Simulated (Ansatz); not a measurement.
The following input was run with Ansatz 0.2.0.

```yaml
crystal:
  lattice:
    - [0.0, 2.1835623437, 2.1835623437]
    - [2.1835623437, 0.0, 2.1835623437]
    - [2.1835623437, 2.1835623437, 0.0]
  atoms:
    - { symbol: Nb, position: [0.5, 0.5, 0.5] }
    - { symbol: "N", position: [0.0, 0.0, 0.0] }
basis:
  ecutwfc: 500
kpoints:
  mp_grid: { grid: [16, 16, 16] }
hamiltonian:
  xc: r2scan
scf:
  occupations: { method: gaussian, width: 0.1 }
output:
  forces: true
  stress: true
  eigenvalues: true
  write_density: true
  write_potential: true
  elf: true
  volumetric_format: npy
```

Launched with
```bash
ansatz run input.yaml --threads 1 --pin off --max-ram 2560MiB --backend cpu --events-out ev --progress --plain --runs-dir out
```

Level of theory: Ansatz 0.2.0, DFT r2SCAN, scalar-relativistic, plane waves, PAW.

Abridged output (final results; tables in files aren't shown):

```
SCF 1 converged in 6 iterations: F = -4950.634375 eV  dr2 = 2.35e-8
SCF converged after 6 iterations
Free energy (F): -4950.634375 eV
Harris-Foulkes:  -4950.634375 eV  (|F-HF|=7.41e-8)
Internal energy: -4950.628544 eV  (E = F + TS)
E sigma→0 (E₀):  -4950.631459 eV
Entropy (-TS):   -0.005831 eV (-2.915 meV/atom)
Fermi energy:    21.161206 eV
--- Per-component energies (eV) ---
  E_band       = -16.635608
  E_kinetic    = 530.458670
  E_local      = -708.943380  (includes V_loc(G=0)·N_el)
  E_nonlocal   = 163.279948
  E_hartree    = 215.042056
  E_xc         = -231.600952
  E_vxc        = -323.890091  (∫ρ·V_xc dr)
  E_paw        = -3218.681704  (= ΣΔE_a)
  E_vpaw       = -127.071628  (= ΣTr[D̂ρ^β])
  E_aug_tail   = 0.000018  (compensation charges beyond the density's cutoff)
  E_vtau       = 19.447540  (kinetic-family band-sum trace: ∫τ·v_τ [+ j·A + Jᵃ·Aᵃ] dr)
  E_ewald      = -1699.961205
  E_core_change = -0.221995  (= ΣΔE_core)
  E_smearing   = -0.005831  (= −TS)
--- Forces (eV/Å), atoms counted from 1 ---
  atom   1  Nb     0.00000000     0.00000000     0.00000000
  atom   2  N      0.00000000     0.00000000     0.00000000
--- Stress (GPa, compression-positive) ---
       10.461697       0.000000       0.000000
        0.000000      10.461697       0.000000
        0.000000       0.000000      10.461697
  P = ⅓ Tr σ = 10.4617 GPa (104.617 kbar)
--- Band table (eV; the first three rows and the last of 145) ---
  k-point 0: bands = ["-37.1859", "-12.0939", "-12.0939", "-12.0939", "2.2880", "17.4389", "17.4389", "17.4389", "19.0322", "19.0322", "19.0322", "21.1000", "21.1000", "24.9401", "31.1064", "44.8182", "44.8182"]
  k-point 1: bands = ["-37.1801", "-12.1431", "-12.0976", "-12.0976", "2.3786", "16.9677", "17.0739", "17.0739", "19.1855", "19.1855", "19.2896", "21.5132", "21.5132", "25.1815", "31.3742", "43.9446", "44.3411"]
  k-point 2: bands = ["-37.1633", "-12.2810", "-12.1082", "-12.1082", "2.6377", "16.0101", "16.3350", "16.3350", "19.5321", "19.5321", "19.7071", "22.4976", "22.4976", "25.8157", "32.1060", "42.3144", "43.0419"]
  k-point 144: bands = ["-36.9782", "-12.7616", "-12.7616", "-12.5178", "3.6123", "13.9686", "14.7408", "14.7408", "21.0230", "21.0230", "24.0611", "24.8932", "26.1045", "33.8381", "33.8381", "34.0277", "38.3797"]
```

Self-consistency was reached.

The run took 5.5 s on 1 thread of AMD EPYC 7R43 64-Core Processor (Zen 3) (shared host), peak memory 0.47 GiB.